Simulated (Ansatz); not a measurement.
We consider zinc-blende AlSb, described by RPBE (Ansatz, a quantum-chemistry and plane-wave program, plane waves, PAW).

Numerical settings: plane-wave cutoff 520 eV, 10×10×10 k mesh, scalar-relativistic PAW data made under PBE.

Cell (relaxed at this level):

```
AlSb
1.0
    0.00000     3.13847     3.13847
    3.13847     0.00000     3.13847
    3.13847     3.13847     0.00000
Al Sb
1 1
Direct
  0.00000   0.00000   0.00000
  0.75000   0.75000   0.75000
```

Estimate the elastic constant C11, Young modulus, Poisson ratio, elastic constant C44, Voigt–Reuss–Hill bulk modulus and elastic constant C12 that the calculation returns.


- elastic constant C11 = 73.5 GPa
- Young modulus = 71.4 GPa
- Poisson ratio = 0.242
- elastic constant C44 = 36.0 GPa
- Voigt–Reuss–Hill bulk modulus = 46.1 GPa
- elastic constant C12 = 32.4 GPa

Measured, for comparison: elastic constant C11 87.7 GPa, elastic constant C44 40.8 GPa, elastic constant C12 43.4 GPa (temperature not stated, not corrected to a static lattice; as tabulated in Oses et al. (2018), arXiv:1811.08464). Computed (rounded) less measured: elastic constant C11 -16 %, elastic constant C44 -12 %, elastic constant C12 -25 %.

Elastic constants are with the ions relaxed.

Spin–orbit coupling is not included.

It cost roughly 13 core-minutes of CPU time.
